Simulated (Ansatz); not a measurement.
Wanted: the native input for an Ansatz 0.2.0 run.

```
Task                : single point
Functional          : PBE
Potentials or basis : Ansatz PAW
Cutoff              : 420 eV (not typed: the program's choice for these potentials)
k mesh              : 7 × 7 × 6
Occupations         : fermi-dirac, width 0.05 eV
Spin                : no spin polarisation
```

The system is PbSe.

```
CELL_PARAMETERS angstrom
2.15488 -6.13395 0.00000
2.15488 6.13395 0.00000
0.00000 0.00000 4.45049
ATOMIC_POSITIONS crystal
Pb 0.36824 0.63176 0.25000
Pb 0.63176 0.36824 0.75000
Se 0.13871 0.86129 0.25000
Se 0.86129 0.13871 0.75000
```

Measurements of this composition are mostly on another form, of space group No. 225.

These files were run (other wordings do the same):

input.yaml

```yaml
crystal:
  lattice:
    - [2.15487659, -6.13394735, 0.0]
    - [2.15487659, 6.13394735, 0.0]
    - [0.0, 0.0, 4.45049357]
  atoms:
    - { symbol: Pb, position: [0.36823927, 0.63176073, 0.25] }
    - { symbol: Pb, position: [0.63176073, 0.36823927, 0.75] }
    - { symbol: Se, position: [0.13871004, 0.86128996, 0.25] }
    - { symbol: Se, position: [0.86128996, 0.13871004, 0.75] }
hamiltonian:
  xc: pbe
  pseudopotentials: { kind: paw }
kpoints:
  mp_grid: { grid: [7, 7, 6] }
scf:
  occupations: { method: fermi_dirac, width: 0.05 }
output:
  forces: true
  stress: true
  eigenvalues: true
```

Potentials or basis: Ansatz PAW.

The run is started by

```sh
$ ansatz run input.yaml --threads 2 --pin off --max-ram 5120MiB --backend cpu --events-out ev --progress --plain --runs-dir out
```

Results of the run:

```yaml
Pressure: 1.0 GPa
Largest_force: 0.128 eV/Å
Band_gap_on_the_k_mesh: 1.02 eV, direct
```

Caveat: odd divisions of the mesh miss points on the zone boundary, where band edges often lie, so the gap on the mesh can be too wide; spin-orbit coupling is left out, which as a rule narrows the gap of such compounds by several tenths of an eV.

Run time: 5 s on 2 threads of AMD EPYC 7B13 (Zen 3) (shared host), peak memory 0.58 GiB.
